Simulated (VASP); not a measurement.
# SiC (P6_3mc) in VASP: settings compared

One crystal, SiC, is run at these levels: PBE, r2SCAN, PBE0, HSE06; tasks: electrostatic potential, single point.

Everything below comes from runs of VASP 6.6.1. Logs are shortened: lines on timing, memory, paths and dates and some standing lists are left out, and cuts for length are marked.

### 1 The crystal as given

The structure is hexagonal, space group P6_3mc (No. 186). Conventional cell: a = 3.081 Å, b = 3.081 Å, c = 10.085 Å, α = 90.00°, β = 90.00°, γ = 120.00°. Si (site symmetry 3m) has 4 C at 1.89 to 1.90 Å as nearest neighbours. Around Si (site symmetry 3m) lie 4 C at 1.89 Å. Around C (site symmetry 3m) lie 4 Si at 1.89 to 1.90 Å. C (site symmetry 3m) has 4 Si at 1.89 Å as nearest neighbours.

The cell is a database's computed one.

### 2 Electrostatic potential, PBE

Contents of INCAR:

```
PREC = Accurate
ENCUT = 520
EDIFF = 1E-7
ISMEAR = 0
SIGMA = 0.02
LREAL = F
LASPH = T
NELM = 80
ALGO = Fast
ISIF = 2
LWAVE = F
LCHARG = T
GGA = PE
LVHAR = T
KPAR = 4
```

Contents of KPOINTS:

```
Automatic mesh
0
Gamma
  12 12 4
```

Contents of POSCAR:

```
SiC
1.0
    3.0810000000      0.0000000000      0.0000000000
   -1.5405000000      2.6682242691      0.0000000000
    0.0000000000      0.0000000000     10.0850000000
Si C
4 4
Direct
    0.6666666700      0.3333333300      0.9378419800
    0.3333333300      0.6666666700      0.4378419800
    0.0000000000      0.0000000000      0.6878943800
    0.0000000000      0.0000000000      0.1878943800
    0.6666666700      0.3333333300      0.7498025900
    0.3333333300      0.6666666700      0.2498025900
    0.0000000000      0.0000000000      0.5004600500
    0.0000000000      0.0000000000      0.0004600500
```

Potentials or basis: VASP PAW PBE potentials, release 64 (Si, C).

On the command line:

```bash
$ cat potpaw_PBE.64/Si/POTCAR potpaw_PBE.64/C/POTCAR > POTCAR
$ mpirun -np 4 vasp_std > vasp.out
```

OUTCAR:

```text
PREC = Accurate
   ENCUT = 520
   EDIFF = 1E-7
   ISMEAR = 0
   LREAL = F
   LASPH = T
   NELM = 80
   ISIF = 2
   GGA = PE

 ion  position               nearest neighbor table
   1  0.667  0.333  0.938-   8 1.89   8 1.89   8 1.89   5 1.90   3 3.09   3 3.09   3 3.09   4 3.09
                             4 3.09   4 3.09
   2  0.333  0.667  0.438-   7 1.89   7 1.89   7 1.89   6 1.90   4 3.09   4 3.09   4 3.09   3 3.09
                             3 3.09   3 3.09
   3  0.000  0.000  0.688-   5 1.89   5 1.89   5 1.89   7 1.89   1 3.09   1 3.09   1 3.09   2 3.09
                             2 3.09   2 3.09
   4  0.000  0.000  0.188-   6 1.89   6 1.89   6 1.89   8 1.89   2 3.09   2 3.09   2 3.09   1 3.09
                             1 3.09   1 3.09
   5  0.667  0.333  0.750-   3 1.89   3 1.89   3 1.89   1 1.90
   6  0.333  0.667  0.250-   4 1.89   4 1.89   4 1.89   2 1.90
   7  0.000  0.000  0.500-   2 1.89   2 1.89   2 1.89   3 1.89
   8  0.000  0.000  0.000-   1 1.89   1 1.89   1 1.89   4 1.89

  LATTYP: Found a hexagonal cell.
 ALAT       =     3.0810000000
 C/A-ratio  =     3.2732878935

  Lattice vectors:

 A1 = (   3.0810000000,   0.0000000000,   0.0000000000)
 A2 = (  -1.5405000000,   2.6682242691,   0.0000000000)
 A3 = (   0.0000000000,   0.0000000000,  10.0850000000)

Analysis of symmetry for initial positions (statically):
=====================================================================
 Subroutine PRICEL returns:
 Original cell was already a primitive cell.

 Routine SETGRP: Setting up the symmetry group for a
 hexagonal supercell.

 Subroutine GETGRP returns: Found 12 space group operations
 (whereof  6 operations were pure point group operations)
 out of a pool of 24 trial point group operations.

The static configuration has the point symmetry C_3v.
 The point group associated with its full space group is C_6v.

Analysis of symmetry for dynamics (positions and initial velocities):
=====================================================================
 Subroutine PRICEL returns:
 Original cell was already a primitive cell.

 Routine SETGRP: Setting up the symmetry group for a
 hexagonal supercell.

 Subroutine GETGRP returns: Found 12 space group operations
 (whereof  6 operations were pure point group operations)
 out of a pool of 24 trial point group operations.

The dynamic configuration has the point symmetry C_3v.
 The point group associated with its full space group is C_6v.

 Subroutine INISYM returns: Found 12 space group operations
 (whereof  6 operations are pure point group operations),
 and found     1 'primitive' translations

[... 118 lines left out ...]
   NUPDOWN=      -1.0000    fix difference up-down
   EMIN   =  10.00;   EMAX   =-10.00  energy-range for DOS
   EFERMI =   0.00;   METHOD = LEGACY
   ISMEAR =     0;   SIGMA  =   0.02  broadening in eV -4-tet -1-fermi 0-gaus
   EFERMI_NEDOS =   21; number of points for ismear=-14 and -15
   IALGO  =     68    algorithm
   IMIX   =      4    mixing-type and parameters
     AMIX     =   0.40;   BMIX     =  1.00
     AMIX_MAG =   1.60;   BMIX_MAG =  1.00
  volume/ion in A,a.u.               =      10.36        69.94
  Fermi-wavevector in a.u.,A,eV,Ry     =   1.191960  2.252477 19.330716  1.420768
  Thomas-Fermi vector in A             =   2.328009
   LORBIT       =      0    0 simple, 1 ext, 2 COOP (PROOUT), +10 PAW based schemes
   GGA     = PE    functional components
   LHFCALC =     F    Hartree Fock is set to
   AEXX    =    0.0000 exact exchange contribution
   IVDW    =     0    specifies the selected vdW correction
   LEPSILON=     F    determine dielectric tensor
   LRPA    =     F    only Hartree local field effects (RPA)
 non-spin polarized calculation
 RMM-DIIS sequential band-by-band and
 Gauss-broadening in eV      SIGMA  =   0.02
  energy-cutoff  :      520.00
  volume of cell :       82.91
 maximum number of plane-waves:      2256
 NGX is ok and might be reduce to    24
   NGX = 11   NGY = 11   NGZ = 37

 number of electron      32.0000001 magnetization

 Free energy of the ion-electron system (eV)
  ---------------------------------------------------
  ext. energy  EPLUGINS =         0.00000000
  ---------------------------------------------------
  free energy    TOTEN  =       -60.23971237 eV

  energy without entropy =      -60.23971237  energy(sigma->0) =      -60.23971237

 E-fermi :   8.2501     XC(G=0): -11.3460

 val. band max:        8.1552915724   @ k =   0.0000   0.0000   0.0000
 cond. band min:      10.3812731294   @ k =   0.5000   0.0000   0.0000
 fundamental gap:      2.2259815570
 Fermi energy:         8.2500854944

 k-point     1 :       0.0000    0.0000    0.0000
  band No.  band energies     occupation
      1      -7.3118      2.00000
      2      -6.1361      2.00000
      3      -6.0996      2.00000
      4      -3.7509      2.00000
      5      -0.4442      2.00000
      6       3.7795      2.00000
[... 565 lines left out ...]
     20      13.5596      0.00000
     21      13.9253      0.00000

 [... further k-points ...]

------------------------ aborting loop because EDIFF is reached ----------------------------------------

  FORCE on cell =-STRESS in cart. coord.  units (eV):
  Direction    XX          YY          ZZ          XY          YZ          ZX
  --------------------------------------------------------------------------------------
  -------------------------------------------------------------------------------------
  Total        1.4201744      1.4201744      1.4474379      0.0000000      0.0000000      0.0000000
  in kB       27.4449430     27.4449430     27.9718122      0.0000000      0.0000000      0.0000000
  external PRESSURE =      27.6205661 kB  Pullay stress =       0.0000000 kB

 VOLUME and BASIS-vectors are now :
 -----------------------------------------------------------------------------
  energy-cutoff  :      520.00
  volume of cell :       82.91
      direct lattice vectors                 reciprocal lattice vectors
     3.081000000  0.000000000  0.000000000     0.324569945  0.187390545  0.000000000
    -1.540500000  2.668224269  0.000000000     0.000000000  0.374781090  0.000000000
     0.000000000  0.000000000 10.085000000     0.000000000  0.000000000  0.099157164

 POSITION                                       TOTAL-FORCE (eV/Angst)
 -----------------------------------------------------------------------------------
      1.54050      0.88941      9.45814         0.000000      0.000000     -0.000726
     -0.00000      1.77882      4.41564        -0.000000      0.000000     -0.000726
      0.00000      0.00000      6.93741         0.000000      0.000000      0.004125
      0.00000      0.00000      1.89491         0.000000     -0.000000      0.004125
      1.54050      0.88941      7.56176        -0.000000      0.000000      0.001620
     -0.00000      1.77882      2.51926         0.000000     -0.000000      0.001620
      0.00000      0.00000      5.04714        -0.000000      0.000000     -0.005018
      0.00000      0.00000      0.00464         0.000000     -0.000000     -0.005018
 -----------------------------------------------------------------------------------
    total drift:                               -0.000000     -0.000000     -0.000034

  FREE ENERGIE OF THE ION-ELECTRON SYSTEM (eV)
  ---------------------------------------------------
  free  energy   TOTEN  =       -60.2397123661 eV

  energy  without entropy=      -60.2397123661  energy(sigma->0) =      -60.23971237
```

Run time: 14 s. Hardware: 4 MPI ranks of Intel Xeon 6975P-C (Granite Rapids), shared host; peak memory 0.24 GiB.

Results:

| Quantity | Value |
| --- | --- |
| Free energy | -60.2397 eV |
| Pressure | 2.8 GPa |
| Largest force | 0.005 eV/Å |
| Band gap on the k mesh | 2.23 eV, indirect (least direct gap 3.35 eV) |

Forces on the atoms (eV/Å):
```
Si   0.000  0.000 -0.001
Si   0.000  0.000 -0.001
Si   0.000  0.000  0.004
Si   0.000  0.000  0.004
C    0.000  0.000  0.002
C    0.000  0.000  0.002
C    0.000  0.000 -0.005
C    0.000  0.000 -0.005
```

Levels at points of the mesh, in eV from the valence-band top:
```csv
k point,band 12,band 13,band 14,band 15,band 16,band 17,band 18,band 19,band 20,band 21
"(0.00, 0.00, 0.00)",-0.58,-0.58,-0.05,0.00,0.00,5.07,5.65,6.27,6.29,6.98
"(0.50, 0.00, 0.00)",-2.38,-2.36,-2.21,-1.57,-1.12,2.23,2.35,4.22,4.73,5.29
"(0.00, 0.00, 0.50)",-1.04,-0.21,-0.21,-0.21,-0.21,5.28,5.28,6.74,6.74,7.06
"(0.50, 0.00, 0.50)",-3.01,-2.49,-2.49,-1.55,-1.55,2.64,2.64,4.21,4.21,6.10
```

A k mesh can miss the band edges. PBE gaps usually lie below the measured ones, often by a third to a half.

### 3 Single point, r2SCAN

Contents of INCAR:

```
ALGO = Normal
EDIFF = 1E-7
ENCUT = 520
ISIF = 2
ISMEAR = 0
KPAR = 4
LASPH = True
LCHARG = True
LMIXTAU = True
LREAL = False
LVHAR = True
LWAVE = False
METAGGA = R2SCAN
NELM = 100
PREC = Accurate
SIGMA = 0.02
```

Contents of KPOINTS:

```
k-points
0
Gamma
  12 12 4
```

POSCAR is that of step 2.

Potentials or basis: VASP PAW PBE potentials, release 64 (Si, C).

On the command line:

```bash
$ cat potpaw_PBE.64/Si/POTCAR potpaw_PBE.64/C/POTCAR > POTCAR
$ mpirun -np 4 vasp_std > vasp.out
```

OUTCAR:

```text
EDIFF = 1E-7
   ENCUT = 520
   ISIF = 2
   ISMEAR = 0
   LASPH = True
   LREAL = False
   METAGGA = R2SCAN
   NELM = 100
   PREC = Accurate

 ion  position               nearest neighbor table
   1  0.667  0.333  0.938-   8 1.89   8 1.89   8 1.89   5 1.90   3 3.09   3 3.09   3 3.09   4 3.09
                             4 3.09   4 3.09
   2  0.333  0.667  0.438-   7 1.89   7 1.89   7 1.89   6 1.90   4 3.09   4 3.09   4 3.09   3 3.09
                             3 3.09   3 3.09
   3  0.000  0.000  0.688-   5 1.89   5 1.89   5 1.89   7 1.89   1 3.09   1 3.09   1 3.09   2 3.09
                             2 3.09   2 3.09
[... 798 lines left out ...]
  Total       -0.4810040     -0.4810040     -0.3940863      0.0000000      0.0000000     -0.0000000
  in kB       -9.2954270     -9.2954270     -7.6157383      0.0000000      0.0000000     -0.0000000
  external PRESSURE =      -8.7355308 kB  Pullay stress =       0.0000000 kB

 VOLUME and BASIS-vectors are now :
 -----------------------------------------------------------------------------
  energy-cutoff  :      520.00
  volume of cell :       82.91
      direct lattice vectors                 reciprocal lattice vectors
     3.081000000  0.000000000  0.000000000     0.324569945  0.187390545  0.000000000
    -1.540500000  2.668224269  0.000000000     0.000000000  0.374781090  0.000000000
     0.000000000  0.000000000 10.085000000     0.000000000  0.000000000  0.099157164

 POSITION                                       TOTAL-FORCE (eV/Angst)
 -----------------------------------------------------------------------------------
      1.54050      0.88941      9.45814        -0.000000      0.000000      0.002861
     -0.00000      1.77882      4.41564         0.000000     -0.000000      0.002861
      0.00000      0.00000      6.93741        -0.000000      0.000000      0.000499
      0.00000      0.00000      1.89491         0.000000     -0.000000      0.000499
      1.54050      0.88941      7.56176         0.000000     -0.000000     -0.002438
     -0.00000      1.77882      2.51926        -0.000000      0.000000     -0.002438
      0.00000      0.00000      5.04714         0.000000      0.000000     -0.000922
      0.00000      0.00000      0.00464        -0.000000      0.000000     -0.000922
 -----------------------------------------------------------------------------------
    total drift:                                0.000000      0.000000     -0.000570

  FREE ENERGIE OF THE ION-ELECTRON SYSTEM (eV)
  ---------------------------------------------------
  free  energy   TOTEN  =       -77.3072215639 eV

  energy  without entropy=      -77.3072215639  energy(sigma->0) =      -77.30722156
```

OSZICAR:

```text
N       E                     dE             d eps       ncg     rms          rms(c)
DAV:   1     0.719438696448E+02    0.71944E+02   -0.15301E+04  2394   0.142E+03
DAV:   2    -0.819689416800E+02   -0.15391E+03   -0.14528E+03  3445   0.224E+02
DAV:   3    -0.891718723448E+02   -0.72029E+01   -0.71617E+01  2972   0.505E+01
[... 19 lines left out ...]
DAV:  23    -0.773072247632E+02   -0.21683E-05   -0.23493E-08  1482   0.133E-03    0.623E-04
DAV:  24    -0.773072216486E+02    0.31146E-05   -0.87377E-09  1467   0.750E-04    0.174E-04
DAV:  25    -0.773072221687E+02   -0.52014E-06   -0.39312E-09  1462   0.386E-04    0.190E-04
DAV:  26    -0.773072219910E+02    0.17773E-06   -0.70201E-10  1442   0.241E-04    0.763E-05
DAV:  27    -0.773072214643E+02    0.52665E-06   -0.53124E-10  1417   0.219E-04    0.567E-05
DAV:  28    -0.773072215639E+02   -0.99601E-07   -0.56638E-11  1397   0.650E-05
   1 F= -.77307222E+02 E0= -.77307222E+02  d E =-.292385E-19
```

stdout:

```text
POSCAR found type information on POSCAR SiC
 POSCAR found :  2 types and       8 ions
 scaLAPACK will be used
 -----------------------------------------------------------------------------
|                                                                             |
|                                                                             |
|     You enforced a specific xc type in the INCAR file but a different       |
|     I HOPE YOU KNOW WHAT YOU ARE DOING!                                     |
|                                                                             |
 -----------------------------------------------------------------------------

 LDA part: xc-table for (None), standard interpolation
 POSCAR, INCAR and KPOINTS ok, starting setup
 FFT: planning ... GRIDC
 FFT: planning ... GRID_SOFT
 FFT: planning ... GRID
 WAVECAR not read
 entering main loop
```

It took 2.1 min on 4 MPI ranks of Intel Xeon Platinum 8259CL at 2.50GHz (Skylake/Cascade Lake), shared host; peak memory 0.25 GiB.

Results:

- Free energy: -77.3072 eV
- Pressure: -0.9 GPa
- Band gap on the k mesh: 2.61 eV, indirect (least direct gap 3.79 eV)

Forces in eV/Å, atoms in the order of the input:
```
Si   0.000  0.000  0.003
Si   0.000  0.000  0.003
Si   0.000  0.000  0.000
Si   0.000  0.000  0.000
C    0.000  0.000 -0.002
C    0.000  0.000 -0.002
C    0.000  0.000 -0.001
C    0.000  0.000 -0.001
```

Stress tensor (GPa, compression positive):
```
-0.93  0.00  0.00
 0.00 -0.93  0.00
 0.00  0.00 -0.76
```

Caveat: the PAW data sets were made with another functional, which shifts forces and pressure a little.

### 4 Single point, PBE0

POSCAR is that of step 3.

Contents of INCAR.step1:

```
SYSTEM = SiC
PREC = Accurate
ENCUT = 520
EDIFF = 1E-5
ISMEAR = 0
SIGMA = 0.02
LREAL = .False.
LASPH = .True.
NELM = 80
ALGO = Normal
ISIF = 2
LWAVE = .True.
LCHARG = .False.
KPAR = 4
GGA = PE
```

Contents of INCAR.step2:

```
SYSTEM = SiC
PREC = Accurate
ENCUT = 520
EDIFF = 1E-6
ISMEAR = 0
SIGMA = 0.02
LREAL = .False.
LASPH = .True.
NELM = 80
ALGO = Normal
ISIF = 2
LWAVE = .False.
LCHARG = .False.
GGA = PE
LHFCALC = .True.
AEXX = 0.25
PRECFOCK = Fast
KPAR = 4
ISTART = 1
```

Contents of KPOINTS:

```
regular mesh
0
Gamma
  6 6 2
  0 0 0
```

On the command line:

```bash
$ cat potpaw_PBE.64/Si/POTCAR potpaw_PBE.64/C/POTCAR > POTCAR
$ cp INCAR.step1 INCAR
$ mpirun -np 4 vasp_std > vasp.out
$ cp INCAR.step2 INCAR
$ mpirun -np 4 vasp_std > vasp.out
```

Run time: 7.4 min. Hardware: 4 MPI ranks of Intel Xeon Platinum 8259CL at 2.50GHz (Skylake/Cascade Lake), shared host; peak memory 0.22 GiB.

It converged, with:

* Free energy: -73.9152 eV
* Pressure: -2.4 GPa
* Largest force: 0.014 eV/Å
* Band gap on the k mesh: 3.89 eV, indirect (least direct gap 5.13 eV)

Forces on the atoms (eV/Å):
```
Si   0.000  0.000  0.009
Si   0.000  0.000  0.009
Si   0.000  0.000  0.014
Si   0.000  0.000  0.014
C    0.000  0.000 -0.012
C    0.000  0.000 -0.012
C    0.000  0.000 -0.012
C    0.000  0.000 -0.012
```

Stress tensor (GPa, compression positive):
```
-2.37  0.00  0.00
 0.00 -2.37  0.00
 0.00  0.00 -2.50
```

Levels at points of the mesh, in eV from the valence-band top:
```
           k point  band 13  band 14  band 15  band 16  band 17  band 18  band 19  band 20
(0.00, 0.00, 0.00)    -0.65    -0.04     0.00     0.00     7.01     7.62     8.29     8.32
(0.50, 0.00, 0.00)    -2.61    -2.43    -1.72    -1.24     3.89     4.04     6.03     6.59
(0.00, 0.00, 0.50)    -0.23    -0.23    -0.23    -0.23     7.23     7.23     8.78     8.78
(0.50, 0.00, 0.50)    -2.70    -2.70    -1.71    -1.71     4.33     4.33     6.01     6.01
```

Caveat: the PAW data sets were made with another functional, which shifts forces and pressure a little. A k mesh can miss the band edges.

### 5 Electrostatic potential, PBE

Contents of INCAR:

```
PREC = Accurate ; ENCUT = 520
EDIFF = 1E-6 ; ISMEAR = 0
SIGMA = 0.02 ; LREAL = F
LASPH = T ; NELM = 100
ALGO = Normal ; ISIF = 2
LWAVE = F ; LCHARG = T
GGA = PE ; LVHAR = T
```

Contents of KPOINTS:

```
regular mesh
0
Gamma
  12 12 4
```

POSCAR is that of step 4.

On the command line:

```bash
$ cat potpaw_PBE.64/Si/POTCAR potpaw_PBE.64/C/POTCAR > POTCAR
$ mpirun -np 1 vasp_std > vasp.out
```

Wall time 55 s (1 thread of Intel Xeon Platinum 8488C (Sapphire Rapids), shared host); peak memory 0.24 GiB.

It converged, with:

* Free energy: -60.2397 eV
* Pressure: 2.8 GPa
* Largest force: 0.005 eV/Å
* Band gap on the k mesh: 2.23 eV, indirect (least direct gap 3.35 eV)

Forces in eV/Å, atoms in the order of the input:
```
Si   0.000  0.000 -0.001
Si   0.000  0.000 -0.001
Si   0.000  0.000  0.004
Si   0.000  0.000  0.004
C    0.000  0.000  0.002
C    0.000  0.000  0.002
C    0.000  0.000 -0.005
C    0.000  0.000 -0.005
```

Levels at points of the mesh, in eV from the valence-band top:
| k point | band 12 | band 13 | band 14 | band 15 | band 16 | band 17 | band 18 | band 19 | band 20 | band 21 |
| --- | --- | --- | --- | --- | --- | --- | --- | --- | --- | --- |
| (0.00, 0.00, 0.00) | -0.58 | -0.58 | -0.05 | 0.00 | 0.00 | 5.07 | 5.65 | 6.27 | 6.29 | 6.97 |
| (0.50, 0.00, 0.00) | -2.38 | -2.36 | -2.21 | -1.57 | -1.12 | 2.23 | 2.35 | 4.22 | 4.73 | 5.29 |
| (0.00, 0.00, 0.50) | -1.04 | -0.21 | -0.21 | -0.21 | -0.21 | 5.28 | 5.28 | 6.74 | 6.74 | 7.05 |
| (0.50, 0.00, 0.50) | -3.01 | -2.49 | -2.49 | -1.55 | -1.55 | 2.64 | 2.64 | 4.21 | 4.21 | 6.10 |

[end of part 1 of 2]
